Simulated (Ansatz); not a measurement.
# ZnCu: a trigonal deformation path

Aim: for ZnCu, follow a trigonal deformation at fixed volume.

Program: Ansatz 0.2.0. Level of theory: DFT PBE, scalar-relativistic, plane waves, PAW. These are calculated values, not measurements.

## (1) The structure to begin with

It takes space group Pm-3m (No. 221, cubic). Conventional cell: a = 2.945 Å, b = 2.945 Å, c = 2.945 Å, α = 90.00°, β = 90.00°, γ = 90.00°. Zn (site symmetry m-3m) is surrounded by 8 Cu at 2.55 Å. Cu (site symmetry m-3m) is surrounded by 8 Zn at 2.55 Å.

Structure file:

```cif
data_structure
_symmetry_space_group_name_H-M 'Pm-3m'
_symmetry_Int_Tables_number 221
_cell_length_a 2.9450
_cell_length_b 2.9450
_cell_length_c 2.9450
_cell_angle_alpha 90.000
_cell_angle_beta 90.000
_cell_angle_gamma 90.000
_cell_volume 25.54
loop_
_atom_site_label
_atom_site_type_symbol
_atom_site_symmetry_multiplicity
_atom_site_Wyckoff_symbol
_atom_site_fract_x
_atom_site_fract_y
_atom_site_fract_z
_atom_site_occupancy
Zn1 Zn 1 b 0.50000 0.50000 0.50000 1
Cu1 Cu 1 a 0.00000 0.00000 0.00000 1
```

No relaxation comes first: the listed cell is the starting point.

## (2) Zero of the scan

input.yaml

```yaml
crystal:
  lattice:
    - [2.945, 0.0, 0.0]
    - [0.0, 2.945, 0.0]
    - [0.0, 0.0, 2.945]
  atoms:
    - { symbol: Zn, position: [0.5, 0.5, 0.5] }
    - { symbol: Cu, position: [0.0, 0.0, 0.0] }
basis:
  ecutwfc: 420
kpoints:
  mp_grid: { grid: [18, 18, 18] }
hamiltonian:
  xc: pbe
scf:
  occupations: { method: gaussian, width: 0.15 }
output:
  forces: true
  stress: true
  eigenvalues: true
```

## (3) Setting up a trigonal deformation path

At fixed volume and fractional coordinates, lengths along (0.577, 0.577, 0.577) are scaled against those across it; ρ is that ratio over its starting value.

## (4) Point ρ = 0.500

Edit input.yaml of step 2 so:

```diff
@@ -2,5 +2,5 @@
   lattice:
-    - [2.945, 0.0, 0.0]
-    - [0.0, 2.945, 0.0]
-    - [0.0, 0.0, 2.945]
+    - [3.0920562433, -0.6184112487, -0.6184112487]
+    - [-0.6184112487, 3.0920562433, -0.6184112487]
+    - [-0.6184112487, -0.6184112487, 3.0920562433]
   atoms:
```

## (5) Point ρ = 2.000

Edit input.yaml of step 4 so:

```diff
@@ -2,5 +2,5 @@
   lattice:
-    - [3.0920562433, -0.6184112487, -0.6184112487]
-    - [-0.6184112487, 3.0920562433, -0.6184112487]
-    - [-0.6184112487, -0.6184112487, 3.0920562433]
+    - [3.1165973987, 0.7791493497, 0.7791493497]
+    - [0.7791493497, 3.1165973987, 0.7791493497]
+    - [0.7791493497, 0.7791493497, 3.1165973987]
   atoms:
```

## (6) Point ρ = 0.710

Edit input.yaml of step 5 so:

```diff
@@ -2,5 +2,5 @@
   lattice:
-    - [3.1165973987, 0.7791493497, 0.7791493497]
-    - [0.7791493497, 3.1165973987, 0.7791493497]
-    - [0.7791493497, 0.7791493497, 3.1165973987]
+    - [2.9820428913, -0.3191116009, -0.3191116009]
+    - [-0.3191116009, 2.9820428913, -0.3191116009]
+    - [-0.3191116009, -0.3191116009, 2.9820428913]
   atoms:
```

## (7) ρ = 1.410

Edit input.yaml of step 6 so:

```diff
@@ -2,5 +2,5 @@
   lattice:
-    - [2.9820428913, -0.3191116009, -0.3191116009]
-    - [-0.3191116009, 2.9820428913, -0.3191116009]
-    - [-0.3191116009, -0.3191116009, 2.9820428913]
+    - [2.9852363361, 0.358928709, 0.358928709]
+    - [0.358928709, 2.9852363361, 0.358928709]
+    - [0.358928709, 0.358928709, 2.9852363361]
   atoms:
```

(Steps that only read results are left out.)

What does the calculation give? Wanted: highest point.

As calculated:

```
     quantity                         value
highest point  6545.2 meV/atom at ρ = 0.500
```

In words: No sampled point lies below the undisturbed cell. No sampled point inside the path is a dip, apart from those named. At ρ = 2.000 the cell takes another symmetry, Fm-3m, 529.6 meV/atom from the start at this fixed volume.
